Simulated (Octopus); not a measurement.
ZrS2 under changes of volume

One of the cells (23.763 Å³/atom); the others are scaled copies at fixed shape and fractional positions:

```
Zr S
1.0
     3.69138    0.00000    0.00000
    -1.84569    3.19683    0.00000
     0.00000    0.00000    6.04108
Zr S
1 2
Direct
  0.00000 0.00000 0.00000
  0.33333 0.66667 0.23791
  0.66667 0.33333 0.76209
```

The cell is a database's computed one.

- Program: Octopus 16.4
- Functional: PBE
- Potentials or basis: pseudodojo_pbe (PseudoDojo 0.5, PBE)
- Grid spacing: 0.137 Å
- k mesh: 8 × 8 × 5
- Occupations: fermi-dirac, width 0.05 eV
- Spin: no spin polarisation

```tsv
volume (Å³/atom)	energy over the lowest point (meV/atom)	gap on the mesh (eV)	largest force (eV/Å)
22.337	31.73	1.01	0.825
22.813	14.70	1.03	0.550
23.288	?	?	?
23.763	0.00	1.05	0.057
24.238	0.65	1.06	0.164
24.714	6.92	1.07	0.369
25.189	17.49	1.07	0.560
```

What does the run at 23.288 Å³/atom give?

Energy over the lowest point 4.16 meV/atom; gap on the mesh 1.04 eV; largest force 0.294 eV/Å.

Worked out: A Birch-Murnaghan fit of order 3 (a polynomial in V^(-2/3)) to the other rows has its minimum at 23.91 Å³/atom with B0 = V·E''(V) = 90 GPa and B' = 3.2 at fixed shape and positions, which overstates the stiffness. It gives 4.33 meV/atom at 23.288 Å³/atom, against the run's 4.16. A straight line through the other rows of the gap, of slope 0.507 eV per unit of ln V, gives 1.04 eV, against the run's 1.04.

Energies are extrapolated to zero smearing.

Caveats: an odd mesh through Γ misses points on the zone boundary, where band edges often lie; this functional lacks dispersion, which binds the layers, so the pressure and a relaxed spacing across them are unreliable. Spin-orbit coupling on Zr is left out.
